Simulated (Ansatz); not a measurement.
The system is BN.

```
N B
1.0
     2.49824    0.00000    0.00000
    -1.24912    2.16354    0.00000
     0.00000    0.00000    6.63570
N B
2 2
Cartesian
  1.2491 0.7212 1.6589
  0.0000 1.4424 4.9768
  1.2491 0.7212 4.9768
  0.0000 1.4424 1.6589
```

Base run:

```yaml
Program: Ansatz 0.2.0
Functional: PBE
Potentials_or_basis: Ansatz PAW
Cutoff: "420 eV (not typed: the program's choice for these potentials)"
k_mesh: 12 × 12 × 4
Occupations: gaussian, width 0.029 eV
Spin: no spin polarisation
```

Its results: band gap on the k mesh 4.29 eV, indirect (least direct gap 4.66 eV); pressure 5.1 GPa.

The run is repeated on the same cell with these changes: functional from PBE to PBEsol; occupations from gaussian, width 0.029 eV to fermi-dirac, width 0.05 eV. What comes out?

Band gap on the k mesh 4.19 eV, indirect (least direct gap 4.60 eV); pressure 2.1 GPa.

Caveats: this functional lacks dispersion, which binds the layers, so the pressure and a relaxed spacing across them are unreliable; the PAW data sets come from PBE, with cores solved anew for the run's functional, which leaves a small shift of forces and pressure (some runs).

A k mesh can miss the band edges.
